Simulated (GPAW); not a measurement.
# SnTe (Pm-3m) in GPAW: single point with PBE

Aim: the single point of SnTe with PBE.

All numbers are computed with GPAW 26.7.0; they aren't measurements. Logs are shortened: lines on timing, memory, paths and dates and some standing lists are left out, and cuts for length are marked. The log counts tension as positive stress, the text compression.

### Step 1. Starting point

It takes space group Pm-3m (No. 221, cubic). The conventional cell has a = 3.905 Å, b = 3.905 Å, c = 3.905 Å, α = 90.00°, β = 90.00°, γ = 90.00°. Te (site symmetry m-3m) has 8 Sn at 3.38 Å as nearest neighbours. Sn (site symmetry m-3m) is surrounded by 8 Te at 3.38 Å.

Measurements of this composition are mostly on another form, of space group No. 225.

### Step 2. Single point, PBE

run.py reads:

```python
from ase.dft.bandgap import bandgap
from ase.io import read, write
from ase.units import GPa
from gpaw import GPAW, PW

atoms = read('SnTe.cif')

calc = GPAW(mode=PW(450),
            xc='PBE',
            kpts={'size': (6, 6, 6), 'gamma': True},
            occupations={'name': 'fermi-dirac', 'width': 0.05},
            nbands=19,
            maxiter=120,
            txt='gpaw.txt')
atoms.calc = calc
energy = atoms.get_potential_energy()
forces = atoms.get_forces()
stress = atoms.get_stress()
calc.write('gs.gpw')
write('result.traj', atoms)
print(f'Energy: {energy:.6f} eV')
print('Forces (eV/A):')
print(forces.round(4))
print('Stress (GPa):', (stress / GPa).round(3))
print('Fermi level:', round(calc.get_fermi_level(), 4), 'eV')
print(f'Gap: {bandgap(calc)[0]:.4f} eV, direct: {bandgap(calc, direct=True)[0]:.4f} eV')
```

SnTe.cif reads:

```cif
data_SnTe
_cell_length_a 3.90470000
_cell_length_b 3.90470000
_cell_length_c 3.90470000
_cell_angle_alpha 90.00000000
_cell_angle_beta 90.00000000
_cell_angle_gamma 90.00000000
_space_group_name_H-M_alt 'P1'
_space_group_name_Hall 'P 1'
_space_group_IT_number 1
loop_
_space_group_symop_operation_xyz
'x,y,z'
loop_
_atom_site_label
_atom_site_type_symbol
_atom_site_symmetry_multiplicity
_atom_site_Wyckoff_symbol
_atom_site_fract_x
_atom_site_fract_y
_atom_site_fract_z
_atom_site_occupancy
Te1 Te 1 a 0.5000000000 0.5000000000 0.5000000000 1
Sn1 Sn 1 a 0.0000000000 0.0000000000 0.0000000000 1
```

Potentials or basis: GPAW PAW data sets (gpaw-data 1.2.1), pw.

Launch:

```
OMP_NUM_THREADS=1 python run.py
```

gpaw.txt:

```text
__  _  _
 | _ |_)|_||  |
 |__||  | ||/\| - 26.7.0

Input parameters:
  mode=PW(ecut=450.00000000000006),
  kpts=MonkhorstPack(size=(6, 6, 6), gamma=True),
  maxiter=120,
  nbands=19,
  occupations=Occupations(name='fermi-dirac', width=0.05),
  xc=XC(name='PBE')

Diagonalizing LCAO Hamiltonian
Converting LCAO to pw mode
   .---------.
  /|         |
 * |         |
 | |   Te    |
 | |         |
 | .---------.
 |/         /
 Sn--------*

Atoms  # Å, Bohr magnetons
|   | symbol |        x |        y |        z |    initial magnetic moments |
|---|--------|----------|----------|----------|-----------------------------|
| 0 |     Te | 1.952350 | 1.952350 | 1.952350 | ( 0.0000,  0.0000,  0.0000) |
| 1 |     Sn | 0.000000 | 0.000000 | 0.000000 | ( 0.0000,  0.0000,  0.0000) |

Unit cell  # Å
| periodic |        x |        y |        z |  lengths |    angles |
|----------|----------|----------|----------|----------|-----------|
|      yes | 3.904700 | 0.000000 | 0.000000 | 3.904700 | 90.000000 |
|      yes | 0.000000 | 3.904700 | 0.000000 | 3.904700 | 90.000000 |
|      yes | 0.000000 | 0.000000 | 3.904700 | 3.904700 | 90.000000 |

Number of symmetries: 48
Symmetry operations  # r_c * U_cc + t_c -> r_c
|    | kind |            matrix            |
|----|------|------------------------------|
|  0 |  E   |  1, 0, 0,  0, 1, 0,  0, 0, 1 |
|  1 |  σ   |  1, 0, 0,  0, 1, 0,  0, 0,-1 |
|  2 |  σ   |  1, 0, 0,  0, 0, 1,  0, 1, 0 |
|  3 |  C4  |  1, 0, 0,  0, 0, 1,  0,-1, 0 |
|  4 |  C4  |  1, 0, 0,  0, 0,-1,  0, 1, 0 |
|  5 |  σ   |  1, 0, 0,  0, 0,-1,  0,-1, 0 |
|  6 |  σ   |  1, 0, 0,  0,-1, 0,  0, 0, 1 |
|  7 |  C2  |  1, 0, 0,  0,-1, 0,  0, 0,-1 |
|  8 |  σ   |  0, 1, 0,  1, 0, 0,  0, 0, 1 |
|  9 |  C2  |  0, 1, 0,  1, 0, 0,  0, 0,-1 |
| 10 |  C3  |  0, 1, 0,  0, 0, 1,  1, 0, 0 |
| 11 |  S6  |  0, 1, 0,  0, 0, 1, -1, 0, 0 |
| 12 |  S6  |  0, 1, 0,  0, 0,-1,  1, 0, 0 |
| 13 |  C3  |  0, 1, 0,  0, 0,-1, -1, 0, 0 |
| 14 |  C4  |  0, 1, 0, -1, 0, 0,  0, 0, 1 |
| 15 |  S4  |  0, 1, 0, -1, 0, 0,  0, 0,-1 |
| 16 |  C3  |  0, 0, 1,  1, 0, 0,  0, 1, 0 |
| 17 |  S6  |  0, 0, 1,  1, 0, 0,  0,-1, 0 |
| 18 |  σ   |  0, 0, 1,  0, 1, 0,  1, 0, 0 |
| 19 |  C4  |  0, 0, 1,  0, 1, 0, -1, 0, 0 |
| 20 |  C2  |  0, 0, 1,  0,-1, 0,  1, 0, 0 |
| 21 |  S4  |  0, 0, 1,  0,-1, 0, -1, 0, 0 |
| 22 |  S6  |  0, 0, 1, -1, 0, 0,  0, 1, 0 |
| 23 |  C3  |  0, 0, 1, -1, 0, 0,  0,-1, 0 |
| 24 |  S6  |  0, 0,-1,  1, 0, 0,  0, 1, 0 |
| 25 |  C3  |  0, 0,-1,  1, 0, 0,  0,-1, 0 |
| 26 |  C4  |  0, 0,-1,  0, 1, 0,  1, 0, 0 |
| 27 |  σ   |  0, 0,-1,  0, 1, 0, -1, 0, 0 |
| 28 |  S4  |  0, 0,-1,  0,-1, 0,  1, 0, 0 |
| 29 |  C2  |  0, 0,-1,  0,-1, 0, -1, 0, 0 |
| 30 |  C3  |  0, 0,-1, -1, 0, 0,  0, 1, 0 |
| 31 |  S6  |  0, 0,-1, -1, 0, 0,  0,-1, 0 |
| 32 |  C4  |  0,-1, 0,  1, 0, 0,  0, 0, 1 |
| 33 |  S4  |  0,-1, 0,  1, 0, 0,  0, 0,-1 |
| 34 |  S6  |  0,-1, 0,  0, 0, 1,  1, 0, 0 |
| 35 |  C3  |  0,-1, 0,  0, 0, 1, -1, 0, 0 |
| 36 |  C3  |  0,-1, 0,  0, 0,-1,  1, 0, 0 |
| 37 |  S6  |  0,-1, 0,  0, 0,-1, -1, 0, 0 |
| 38 |  σ   |  0,-1, 0, -1, 0, 0,  0, 0, 1 |
| 39 |  C2  |  0,-1, 0, -1, 0, 0,  0, 0,-1 |
| 40 |  σ   | -1, 0, 0,  0, 1, 0,  0, 0, 1 |
| 41 |  C2  | -1, 0, 0,  0, 1, 0,  0, 0,-1 |
| 42 |  C2  | -1, 0, 0,  0, 0, 1,  0, 1, 0 |
| 43 |  S4  | -1, 0, 0,  0, 0, 1,  0,-1, 0 |
| 44 |  S4  | -1, 0, 0,  0, 0,-1,  0, 1, 0 |
| 45 |  C2  | -1, 0, 0,  0, 0,-1,  0,-1, 0 |
| 46 |  C2  | -1, 0, 0,  0,-1, 0,  0, 0, 1 |
| 47 |  i   | -1, 0, 0,  0,-1, 0,  0, 0,-1 |

BZ-sampling:
  Number of BZ points: 216
  Number of IBZ points: 20
[... 60 lines left out ...]
    |   5s |  2.000 |     -15.089 |    1.180 |
    |   5p |  4.000 |      -5.955 |    1.196 |
    |    s |        |      12.123 |    1.180 |
    |    p |        |      21.256 |    1.196 |
    |    d |        |       0.000 |    1.238 |

    Using partial waves for Te as LCAO basis

  Sn:
    name:    Tin
    Z:       50.0
    valence: 14
    core:    36
    charge:  0.0  # [|e|]
    compensation charges:
      type: gauss
      rc: 0.38  # [Å]
      lmax: 2
    cutoffs:
      filter: 2.23  # [Å]
      core: 2.35  # [Å]
    projectors
    | kind |    occ | energy [eV] | rcut [Å] |
    |------|--------|-------------|----------|
    |   5s |  2.000 |     -10.538 |    1.201 |
    |   5p |  2.000 |      -3.696 |    1.270 |
    |   4d | 10.000 |     -25.845 |    1.185 |
    |    s |        |      16.674 |    1.201 |
    |    p |        |      23.515 |    1.270 |
    |    d |        |       1.367 |    1.185 |

    Using partial waves for Sn as LCAO basis

Reference energy: -352801.376741  # eV

eigensolver:
  PPCG
  Converge bands: occupied
  niter=2

density mixing:
  MSR1-Mixer
  Pratt-step length: 0.05
  Maximum mixing coefficient: 0.75
  Old densities: 10
  SVD Regularization: 0.005
  Good broyden scale: 1.0
  Trust region scale: 1.0
  Backstep threshold: 4.0
  History deletion threshold: 6.0
  Fourier metric: weight=20.0, sigma=0.015

occupation numbers:
  Fermi-Dirac:
    width: 0.0500  # eV

poisson solver:
  ecut: 3600.0000000000005  # eV

xc functional:
  name: PBE with 2 nearest neighbor stencil

convergence criteria:
- Maximum [total energy] change in last 3 cyles: 0.0005 eV / valence electron
- Maximum integral of absolute [dens]ity change: 0.0001 electrons / valence electron
- Maximum integral of absolute [eigenst]ate change: 4e-08 eV^2 / valence electron
maximum number of iterations: 120

SCF iterations
|iter     | |      energy | eigst |  dens |
|---------|-|-------------|-------|-------|
|iter:   1| |   -7.386267 | -0.26 |       |
|iter:   2| |   -7.367931 | -2.35 | -1.45 |
|iter:   3| |   -7.303637 | -2.67 | -1.49 |
|iter:   4| |   -7.303981 | -4.36 | -2.06 |
|iter:   5| |   -7.304030c| -4.98 | -2.47 |
|iter:   6| |   -7.304048c| -6.13 | -3.26 |
|iter:   7| |   -7.304051c| -7.40 | -4.01c|
|iter:   8| |   -7.304051c| -8.14c| -4.90c|

Converged in 8 steps
Energy contributions relative to reference atoms: (reference = -352801.376741)

Energy contributions:
  Kinetic:           9.742836
  Coulomb:         -10.180772
  Zero:              0.179645
  External:          0.000000
  Xc:               -7.041179
  Entropy:          -0.009162
  Spinorbit:         0.000000
  ----------------------------
  Free energy:      -7.308632
  Extrapolated:     -7.304051

dipole moment: (-13.240168, -13.240168, -13.240168)  # |e|*Ang

Fermi level: 6.519
Eigenvalues  # (at kpt = [0.000, 0.000, 0.000])
| band index |      eig [eV] | occ [0-2] |
|------------|---------------|-----------|
|          0 |       -15.076 |     2.000 |
|        ... |               |           |
|          2 |       -15.040 |     2.000 |
|          3 |       -15.040 |     2.000 |
|          4 |       -15.040 |     2.000 |
|          5 |        -5.758 |     2.000 |
|          6 |         1.232 |     2.000 |
|          7 |         4.802 |     2.000 |
[... 9 lines left out ...]
|         17 |        17.577 |     0.000 |
|         18 |        18.152 |     0.000 |

No gap
No difference between direct/indirect transitions

Forces  # eV/Ang
|       x |       y |       z |
|---------|---------|---------|
| 0.00000 | 0.00000 | 0.00000 |  # Te   0
| 0.00000 | 0.00000 | 0.00000 |  # Sn   1

Stress tensor  # eV/Ang^3
|         x |         y |        z |
|-----------|-----------|----------|
|  0.007731 | -0.000000 | 0.000000 |
| -0.000000 |  0.007731 | 0.000000 |
|  0.000000 |  0.000000 | 0.007731 |

# Writing to gs.gpw (mode='')
```

It took 5.4 s on 1 thread of Arm Neoverse V2, shared host; peak memory 0.14 GiB.

Results:

| Item | Value |
| --- | --- |
| Free energy | -7.3086 eV |
| Pressure | -1.2 GPa |
| Band gap on the k mesh | none (metal or under the smearing width) |

Caveat: the cutoff is short for stress and forces, so pressures can be off by a GPa or more. Spin-orbit coupling is left out, which matters for the levels of Te.
